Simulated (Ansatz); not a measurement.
# Sn: band gap under strain

Aim: follow the gap of Sn (diamond) through these states: -2.6 % strain along [111] alone; -1.1 % equal strain in all directions; -4.5 % biaxial strain in x and y, z held. The table at the end shows which levels were run.

The runs shown are made with Ansatz 0.2.0. PAW datasets, plane waves. No spin polarisation and no zero-point or thermal motion.

## (1) The cell

The unstrained cell was relaxed with r2SCAN; in each strained cell the atoms were relaxed again with r2SCAN. Names of k-points are those of the unstrained zone, where strain can split equivalent points. First state: -2.6 % strain along [111] alone.

The symmetry is R-3m (No. 166, trigonal); conventional cell a = 4.645 Å, c = 11.086 Å, 34.52 Å³ an atom. Around Sn lie 4 Sn at 2.81–2.83 Å.

Structure file:

```cif
data_structure
_symmetry_space_group_name_H-M 'R-3m:H'
_symmetry_Int_Tables_number 166
_cell_length_a 4.6449
_cell_length_b 4.6449
_cell_length_c 11.0864
_cell_angle_alpha 90.000
_cell_angle_beta 90.000
_cell_angle_gamma 120.000
_cell_volume 207.15
loop_
_atom_site_label
_atom_site_type_symbol
_atom_site_symmetry_multiplicity
_atom_site_Wyckoff_symbol
_atom_site_fract_x
_atom_site_fract_y
_atom_site_fract_z
_atom_site_occupancy
Sn1 Sn 6 c 0.33333 0.66667 0.54006 1
```

## (2) -2.6 % strain along [111] alone: PBE

input.yaml

```yaml
crystal:
  lattice:
    - [-0.0560547802, 3.2284049986, 3.2284049986]
    - [3.2284049986, -0.0560547802, 3.2284049986]
    - [3.2284049986, 3.2284049986, -0.0560547802]
  atoms:
    - { symbol: Sn, position: [-0.0016046083, -0.0016046083, -0.0016046083] }
    - { symbol: Sn, position: [0.2516046083, 0.2516046083, 0.2516046083] }
kpoints:
  mp_grid: { grid: [6, 6, 6] }
  band_path:
    path:
      - [0.0, 0.0, 0.0]
      - [0.5, 0.0, 0.5]
      - [0.625, 0.25, 0.625]
      - [0.375, 0.375, 0.75]
      - [0.5, 0.5, 0.5]
      - [0.5, 0.25, 0.75]
    npoints: 1
hamiltonian:
  xc: pbe
scf:
  occupations: { method: fermi_dirac, width: 0.02 }
  n_extra_bands: 4
output:
  forces: true
  stress: true
  eigenvalues: true
```

Further steps of the session: -2.6 % strain along [111] alone: r2SCAN; -2.6 % strain along [111] alone: HSE06; -1.1 % equal strain in all directions: PBE; -1.1 % equal strain in all directions: r2SCAN; -1.1 % equal strain in all directions: HSE06; -4.5 % biaxial strain in x and y, z held: PBE; -4.5 % biaxial strain in x and y, z held: r2SCAN; -4.5 % biaxial strain in x and y, z held: HSE06.

Q: Predict the outcome of this session.

**Answer**, as computed:

Least gap in eV (negative: overlap):

```
                                   state    PBE  r2SCAN  HSE06
         -2.6 % strain along [111] alone  -0.26   -0.06   0.23
   -1.1 % equal strain in all directions  -0.10    0.00   0.00
-4.5 % biaxial strain in x and y, z held  -0.12    0.00   0.29
```

What this shows: Under -2.6 % strain along [111] alone and under -4.5 % biaxial strain in x and y, z held PBE gives no gap, or under 0.02 eV, while HSE06 has one. Spin-orbit coupling is left out of the table, though the cell holds Sn (Z = 50); in an element this heavy it can shift bands and gaps by tenths of an eV.
